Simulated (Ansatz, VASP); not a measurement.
## Pd in VASP and in Ansatz

The input INCAR:

```
SYSTEM = Pd
PREC = Accurate ; ENCUT = 520
EDIFF = 1E-7 ; ISMEAR = -1
SIGMA = 0.05 ; LREAL = .FALSE.
LASPH = .TRUE. ; NELM = 150
ALGO = Normal ; ISIF = 2
LWAVE = .FALSE. ; LCHARG = .FALSE.
ISPIN = 2 ; MAGMOM = 0.349 0.349
LORBIT = 11 ; LMAXMIX = 4
GGA = RE ; NBANDS = 21
```

File KPOINTS:

```
Automatic mesh
0
G
  15 15 8
  0 0 0
```

The input POSCAR:

```
Pd
1.0
    2.7485328262      0.0000000000      0.0000000000
   -1.3742664131      2.3802992506      0.0000000000
    0.0000000000      0.0000000000      4.6157332586
Pd
2
Direct
    0.3333333333      0.6666666667      0.2500000000
    0.6666666667      0.3333333333      0.7500000000
```

Input for Ansatz:

```yaml
crystal:
  lattice:
    - [2.7485328262, 0.0, 0.0]
    - [-1.3742664131, 2.3802992506, 0.0]
    - [0.0, 0.0, 4.6157332586]
  atoms:
    - { symbol: Pd, position: [0.3333333333, 0.6666666667, 0.25], spin: 0.349 }
    - { symbol: Pd, position: [0.6666666667, 0.3333333333, 0.75], spin: 0.349 }
hamiltonian:
  xc: revpbe
  pseudopotentials:
    kind: paw
    azcp:
      Pd: "pseudopotentials/Pd.paw.azcp"
basis:
  ecutwfc: 420
  fft_grid_basis: typed
kpoints:
  mp_grid: { grid: [15, 15, 8], shift: [0, 0, 0] }
magnetization:
  spin_polarized: true
scf:
  occupations: { method: fermi_dirac, width: 0.05 }
  lower_state_search: "off"
output:
  stress: true
```

Alike in both runs: task single point; functional revPBE; k mesh 15 × 15 × 8; occupations fermi-dirac, width 0.05 eV; collinear spin.

```csv
,VASP,Ansatz
version,VASP 6.6.1,Ansatz 0.2.0
potentials or method,"VASP PAW PBE potentials, release 64 (Pd)","plane waves (420 eV) with PAW, scalar-relativistic"
plane-wave cutoff (eV),520,420
valence electrons in the cell,20,36
```

Ansatz gave:

```
pressure (GPa)                                                : 7.0
largest component of the traceless stress (GPa)               : 1.02
net moment per atom (μB)                                      : 0.31
size of the moment on the site where the two differ most (μB) : 0.32
```

Question: What did VASP give for the same quantities?

Answer: Pressure (GPa): 6.8; largest component of the traceless stress (GPa): 1.06; net moment per atom (μB): 0.31; size of the moment on the site where the two differ most (μB): 0.31.

Site moments also hang on the region over which each program counts them. The two sets of potentials don't hold the same shells in valence.

Caveats: the PAW data sets were made with another functional, which shifts forces and pressure a little (VASP).
